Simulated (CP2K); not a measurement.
# InSe (R3m) in CP2K: equation of state, part 2 of 2

CP2K 2026.2.

## (4) Single point, PBE, 29.82 Å³/atom (volume scaled by 1.02)

The input, inse_eos.inp:

```
&GLOBAL
  PROJECT inse_eos
  RUN_TYPE ENERGY_FORCE
  PRINT_LEVEL LOW
&END GLOBAL
&FORCE_EVAL
  METHOD QS
  STRESS_TENSOR ANALYTICAL
  &DFT
    BASIS_SET_FILE_NAME BASIS_MOLOPT_UZH
    POTENTIAL_FILE_NAME POTENTIAL_UZH
    WFN_RESTART_FILE_NAME previous-RESTART.kp
    &MGRID
      CUTOFF 450
      REL_CUTOFF 60
      NGRIDS 4
    &END MGRID
    &QS
      METHOD GPW
      EPS_DEFAULT 1.0E-10
    &END QS
    &KPOINTS
      SCHEME MONKHORST-PACK 8 8 8
      GAMMA_CENTERED T
      SYMMETRY T
      SYMMETRY_BACKEND SPGLIB
    &END KPOINTS
    &SCF
      SCF_GUESS RESTART
      EPS_SCF 1.0E-6
      MAX_SCF 100
      ADDED_MOS 14
      CHOLESKY OFF
      EPS_EIGVAL 1.0E-7
      &DIAGONALIZATION ON
        ALGORITHM STANDARD
      &END DIAGONALIZATION
      &MIXING ON
        METHOD BROYDEN_MIXING
        ALPHA 0.4
        BETA 1.5
        NBUFFER 8
      &END MIXING
      &SMEAR ON
        METHOD FERMI_DIRAC
        ELECTRONIC_TEMPERATURE 580.23
      &END SMEAR
    &END SCF
    &XC
      &XC_FUNCTIONAL PBE
      &END XC_FUNCTIONAL
    &END XC
    &PRINT
      &KPOINTS ON
      &END KPOINTS
      &MULLIKEN ON
      &END MULLIKEN
      &MO ON
        ENERGIES T
        OCCUPATION_NUMBERS T
        &EACH
          QS_SCF 0
        &END EACH
        ADD_LAST NUMERIC
      &END MO
    &END PRINT
  &END DFT
  &SUBSYS
    &CELL
      A 8.8082037161 0.0000000000 0.0000000000
      B 7.8878895979 3.9199043859 0.0000000000
      C 7.8878895979 1.8519166399 3.4548596431
      PERIODIC XYZ
    &END CELL
    &COORD
      In  21.8453272155 5.1288401635 3.0699882789
      In  0.0000000000 0.0000000000 0.0000000000
      Se  4.2259866626 0.9921760343 0.5938903726
      Se  9.4279574467 2.2134933634 1.3249386731
    &END COORD
    &KIND In
      BASIS_SET TZVP-MOLOPT-PBE-GTH-q13
      POTENTIAL GTH-PBE-q13
    &END KIND
    &KIND Se
      BASIS_SET TZVP-MOLOPT-PBE-GTH-q6
      POTENTIAL GTH-PBE-q6
    &END KIND
    &PRINT
      &ATOMIC_COORDINATES ON
      &END ATOMIC_COORDINATES
      &CELL ON
      &END CELL
      &SYMMETRY ON
      &END SYMMETRY
    &END PRINT
  &END SUBSYS
  &PRINT
    &FORCES ON
    &END FORCES
    &STRESS_TENSOR ON
    &END STRESS_TENSOR
  &END PRINT
&END FORCE_EVAL
```

Command:

```console
$ OMP_NUM_THREADS=1 cp2k.psmp -i inse_eos.inp -o inse_eos.out
```

Run time: 6.4 min. Hardware: 1 thread of Intel Xeon at 2.70GHz, shared host; peak memory 1.5 GiB.

It converged, with:

```yaml
Free_energy: -3580.3355 eV
Pressure: 2.1 GPa
Largest_force: 0.364 eV/Å
Band_gap_on_the_k_mesh: 0.37 eV, direct
Mulliken_charges: In +0.04, +0.03; Se -0.04, -0.03 e
```

Caveat: Mulliken charges move with the basis; spin-orbit coupling is left out, which moves the levels of the heavy elements; the basis of atomic orbitals isn't converged, which shifts pressures, moduli and gaps.

## (5) Single point, PBE, 28.07 Å³/atom (volume scaled by 0.96)

Edit inse_eos.inp of step 4 so:

```diff
@@ -69,5 +69,5 @@
     &CELL
-      A 8.8082037161 0.0000000000 0.0000000000
-      B 7.8878895979 3.9199043859 0.0000000000
-      C 7.8878895979 1.8519166399 3.4548596431
+      A 8.6319921661 0.0000000000 0.0000000000
+      B 7.7300892907 3.8414851701 0.0000000000
+      C 7.7300892907 1.8148683254 3.3857438288
       PERIODIC XYZ
@@ -75,6 +75,6 @@
     &COORD
-      In  21.8453272155 5.1288401635 3.0699882789
+      In  21.4083029262 5.0262357161 3.0085719663
       In  0.0000000000 0.0000000000 0.0000000000
-      Se  4.2259866626 0.9921760343 0.5938903726
-      Se  9.4279574467 2.2134933634 1.3249386731
+      Se  4.1414441515 0.9723271659 0.5820093642
+      Se  9.2393474817 2.1692115655 1.2984327583
     &END COORD
```

Command:

```console
$ OMP_NUM_THREADS=1 cp2k.psmp -i inse_eos.inp -o inse_eos.out
```

Wall time 6.9 min (1 thread of Intel Xeon at 2.70GHz, shared host); peak memory 1.5 GiB.

Results (log left out):

* Free energy: -3580.1644 eV
* Pressure: 5.9 GPa
* Largest force: 0.699 eV/Å
* Band gap on the k mesh: 0.53 eV, direct
* Mulliken charges: In +0.00, -0.01; Se -0.00, +0.01 e

Caveat: Mulliken charges move with the basis; spin-orbit coupling is left out, which moves the levels of the heavy elements; the basis of atomic orbitals isn't converged, which shifts pressures, moduli and gaps.

## (6) Single point, PBE, 30.41 Å³/atom (volume scaled by 1.04)

Edit inse_eos.inp of step 5 so:

```diff
@@ -69,5 +69,5 @@
     &CELL
-      A 8.6319921661 0.0000000000 0.0000000000
-      B 7.7300892907 3.8414851701 0.0000000000
-      C 7.7300892907 1.8148683254 3.3857438288
+      A 8.8654014468 0.0000000000 0.0000000000
+      B 7.9391110955 3.9453590237 0.0000000000
+      C 7.9391110955 1.8639424096 3.4772944253
       PERIODIC XYZ
@@ -75,6 +75,6 @@
     &COORD
-      In  21.4083029262 5.0262357161 3.0085719663
+      In  21.9871839645 5.1621452536 3.0899238263
       In  0.0000000000 0.0000000000 0.0000000000
-      Se  4.1414441515 0.9723271659 0.5820093642
-      Se  9.2393474817 2.1692115655 1.2984327583
+      Se  4.2534289033 0.9986189164 0.5977469117
+      Se  9.4891796651 2.2278670997 1.3335424121
     &END COORD
```

Potentials or basis: POTENTIAL_UZH In GTH-PBE-q13, Se GTH-PBE-q6; TZVP-MOLOPT-PBE-GTH basis.

Command:

```console
$ OMP_NUM_THREADS=1 cp2k.psmp -i inse_eos.inp -o inse_eos.out
```

It took 5.2 min on 1 thread of Intel Xeon at 2.70GHz, shared host; peak memory 1.5 GiB.

It converged, with:

```
Free energy            : -3580.3594 eV
Pressure               : 1.1 GPa
Largest force          : 0.283 eV/Å
Band gap on the k mesh : 0.32 eV, direct
Mulliken charges       : In +0.05, +0.04; Se -0.05, -0.04 e
```

Caveat: Mulliken charges move with the basis; spin-orbit coupling is left out, which moves the levels of the heavy elements; the basis of atomic orbitals isn't converged, which shifts pressures, moduli and gaps.

## (7) Single point, PBE, 27.48 Å³/atom (volume scaled by 0.94)

Edit inse_eos.inp of step 6 so:

```diff
@@ -69,5 +69,5 @@
     &CELL
-      A 8.8654014468 0.0000000000 0.0000000000
-      B 7.9391110955 3.9453590237 0.0000000000
-      C 7.9391110955 1.8639424096 3.4772944253
+      A 8.5716266095 0.0000000000 0.0000000000
+      B 7.6760309536 3.8146207585 0.0000000000
+      C 7.6760309536 1.8021765233 3.3620665238
       PERIODIC XYZ
@@ -75,6 +75,6 @@
     &COORD
-      In  21.9871839645 5.1621452536 3.0899238263
+      In  21.2585896159 4.9910860646 2.9875323130
       In  0.0000000000 0.0000000000 0.0000000000
-      Se  4.2534289033 0.9986189164 0.5977469117
-      Se  9.4891796651 2.2278670997 1.3335424121
+      Se  4.1124820560 0.9655274527 0.5779392354
+      Se  9.1747345462 2.1540417576 1.2893525119
     &END COORD
```

Command:

```console
$ OMP_NUM_THREADS=1 cp2k.psmp -i inse_eos.inp -o inse_eos.out
```

Run time: 5.7 min. Hardware: 1 thread of Intel Xeon at 2.70GHz, shared host; peak memory 1.5 GiB.

The run converged. Its results:

- Free energy: -3580.0676 eV
- Pressure: 7.4 GPa
- Largest force: 0.894 eV/Å
- Band gap on the k mesh: 0.59 eV, direct
- Mulliken charges: In -0.01, -0.03; Se +0.01, +0.03 e

Caveat: Mulliken charges move with the basis; spin-orbit coupling is left out, which moves the levels of the heavy elements; the basis of atomic orbitals isn't converged, which shifts pressures, moduli and gaps.

## (8) Single point, PBE, 30.99 Å³/atom (volume scaled by 1.06)

Edit inse_eos.inp of step 7 so:

```diff
@@ -69,5 +69,5 @@
     &CELL
-      A 8.5716266095 0.0000000000 0.0000000000
-      B 7.6760309536 3.8146207585 0.0000000000
-      C 7.6760309536 1.8021765233 3.3620665238
+      A 8.9218704944 0.0000000000 0.0000000000
+      B 7.9896800455 3.9704893766 0.0000000000
+      C 7.9896800455 1.8758149744 3.4994433946
       PERIODIC XYZ
@@ -75,6 +75,6 @@
     &COORD
-      In  21.2585896159 4.9910860646 2.9875323130
+      In  22.1272334982 5.1950260463 3.1096054004
       In  0.0000000000 0.0000000000 0.0000000000
-      Se  4.1124820560 0.9655274527 0.5779392354
-      Se  9.1747345462 2.1540417576 1.2893525119
+      Se  4.2805215376 1.0049797179 0.6015543195
+      Se  9.5496219295 2.2420577186 1.3420365418
     &END COORD
```

Command:

```console
$ OMP_NUM_THREADS=1 cp2k.psmp -i inse_eos.inp -o inse_eos.out
```

It took 4.8 min on 1 thread of Intel Xeon at 2.70GHz, shared host; peak memory 1.5 GiB.

Results (log left out):

| Property | Result |
| --- | --- |
| Free energy | -3580.3694 eV |
| Pressure | 0.2 GPa |
| Largest force | 0.208 eV/Å |
| Band gap on the k mesh | 0.28 eV, direct |
| Mulliken charges | In +0.06; Se -0.07, -0.05 e |

Caveat: Mulliken charges move with the basis; spin-orbit coupling is left out, which moves the levels of the heavy elements; the basis of atomic orbitals isn't converged, which shifts pressures, moduli and gaps.

## (9) Equation of state, PBE

Potentials or basis: POTENTIAL_UZH In GTH-PBE-q13, Se GTH-PBE-q6; TZVP-MOLOPT-PBE-GTH basis.

No new run: the results of the series are fitted here.

What came out:

| Quantity | Value |
| --- | --- |
| Equilibrium volume | 31.16 Å³/atom (rough: see the caveat) |
| Bulk modulus at fixed shape and positions | 44 GPa (rough) |

Energy against volume, from the lowest point:
```
volume (Å³/atom)  energy (meV/atom)
          27.483              75.45
          28.068              51.25
          28.652              32.37
          29.237              18.27
          29.822               8.47
          30.406               2.51
          30.991               0.00
```

Caveat: the minimum lies outside the volumes run; the cell was scaled at fixed shape and fractional positions, which overstates the stiffness of a crystal with free parameters, most of all of layers and chains; the basis of atomic orbitals isn't converged, which shifts pressures, moduli and gaps.
